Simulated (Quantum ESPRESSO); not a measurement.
CdO2:

```
Cd O
1.0
     3.47623    0.00000    0.00000
    -1.73811    3.01050    0.00000
     0.00000    0.00000    4.14808
Cd O
1 2
Direct
  0.00000 0.00000 0.00000
  0.33333 0.66667 0.24422
  0.66667 0.33333 0.75578
```

The cell comes from a database or a generator and needn't be the stable form of this composition.

- Program: Quantum ESPRESSO 7.5
- Task: single point
- Functional: PBEsol
- Potentials or basis: GBRV 1.5 PBEsol
- Cutoff: 612 eV
- Density cutoff: 4898 eV
- k mesh: 9 × 9 × 7
- Occupations: fermi-dirac, width 0.05 eV
- Spin: no spin polarisation

On this cell: pressure -10.1 GPa; largest force 0.273 eV/Å; band gap on the k mesh none (metal or under the smearing width).

The same run follows on a disturbed copy (atoms moved at random, drawn with an rms of 0.05 Å):

```
CELL_PARAMETERS angstrom
3.47623 0.00000 0.00000
-1.73811 3.01050 0.00000
0.00000 0.00000 4.14808
ATOMIC_POSITIONS crystal
Cd 0.99450 0.00472 0.99246
O 0.34136 0.66529 0.24291
O 0.68025 0.34163 0.74211
```

What does the disturbed cell give?

The energy (extrapolated to zero smearing) moves by +10.1 meV/atom; pressure -10.8 GPa; largest force 0.505 eV/Å; band gap on the k mesh none (metal or under the smearing width).

Forces on the atoms (eV/Å):
```
Cd   0.504 -0.036  0.002
O   -0.250  0.002 -0.352
O   -0.254  0.034  0.350
```

Stress tensor (GPa, compression positive):
```
-10.97   0.01   0.02
  0.01 -11.33  -0.02
  0.02  -0.02 -10.02
```
